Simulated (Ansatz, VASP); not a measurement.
# One calculation of Mg, two programs

```
Mg
1.0
     0.00000    2.22540    2.22540
     2.22540    0.00000    2.22540
     2.22540    2.22540    0.00000
Mg
1
Direct
  0.00000 0.00000 0.00000
```

This isn't the form of Mg at room conditions, which is hcp.

Alike in both runs: task single point; functional PBE; k mesh 9 × 9 × 9; no spin polarisation.

|  | VASP | Ansatz |
| --- | --- | --- |
| version | VASP 6.6.1 | Ansatz 0.2.0 |
| potentials or method | VASP PAW PBE potentials, release 64 (Mg) | plane waves, PAW |
| plane-wave cutoff (eV) | 520 | 500 |
| occupations | methfessel-paxton of order 1, width 0.05 eV | cold, width 0.05 eV |
| valence electrons in the cell | 2 | 10 |

|  | VASP | Ansatz | Ansatz less VASP |
| --- | --- | --- | --- |
| pressure (GPa) | 1.7 | 1.9 | +0.12 |

The two sets of potentials don't hold the same shells in valence.
